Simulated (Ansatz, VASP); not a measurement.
**One calculation of Ag, two programs**

```
Ag
1.0
     0.00000    2.00224    2.04310
     2.00224    0.00000    2.04310
     2.00224    2.00224    0.00000
Ag
1
Cartesian
  0.0000 0.0000 0.0000
```

Change from the starting cell: equal xx and yy strain of -2 %.

Alike in both runs: task single point; functional LDA; k mesh 15 × 15 × 15; occupations fermi-dirac, width 0.05 eV; no spin polarisation.

|  | VASP | Ansatz |
| --- | --- | --- |
| version | VASP 6.6.1 | Ansatz 0.2.0 |
| potentials or method | VASP PAW LDA potentials, release 64 (Ag), cutoff 520 eV | all-electron LAPW, scalar-relativistic |

```tsv
	VASP	Ansatz	Ansatz less VASP
pressure (GPa)	-2.9	-3.1	-0.15
largest component of the traceless stress (GPa)	0.41	0.43	+0.017
```

Ansatz ran all-electron here, so the differences hold the error of VASP's frozen core and of both bases.
